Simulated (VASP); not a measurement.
Input of a VASP 6.6.1 run:

INCAR

```
PREC = Accurate
ENCUT = 520
EDIFF = 1E-6
ISMEAR = 0
SIGMA = 0.1
LREAL = False
LASPH = True
NELM = 150
ALGO = Fast
ISIF = 2
LWAVE = False
LCHARG = False
ISPIN = 2
MAGMOM = 2 2
LORBIT = 11
LMAXMIX = 4
GGA = PE
NBANDS = 24
```

Contents of KPOINTS:

```
regular mesh
0
Gamma
  9 9 4
```

Contents of POSCAR:

```
V
1.0
    2.6042941027      0.0000000000      0.0000000000
   -1.3021470513      2.2553848518      0.0000000000
    0.0000000000      0.0000000000      4.7233360000
V
2
Direct
    0.6666666700      0.3333333300      0.7500000000
    0.3333333300      0.6666666700      0.2500000000
```

Potentials or basis: VASP PAW PBE potentials, release 64 (V_sv).

Run with:

```sh
$ cat potpaw_PBE.64/V_sv/POTCAR > POTCAR
$ mpirun -np 1 vasp_std > vasp.out
```

Problem. Predict the pressure.

Solution. -0.1 GPa.

Problem. Estimate the net moment.

Solution. 0.00 μB per cell.

Problem. Predict the band gap on the k mesh.

Solution. None (metal or under the smearing width).

Stress tensor (GPa, compression positive):
```
 0.33  0.00  0.00
 0.00  0.33  0.00
 0.00  0.00 -1.10
```
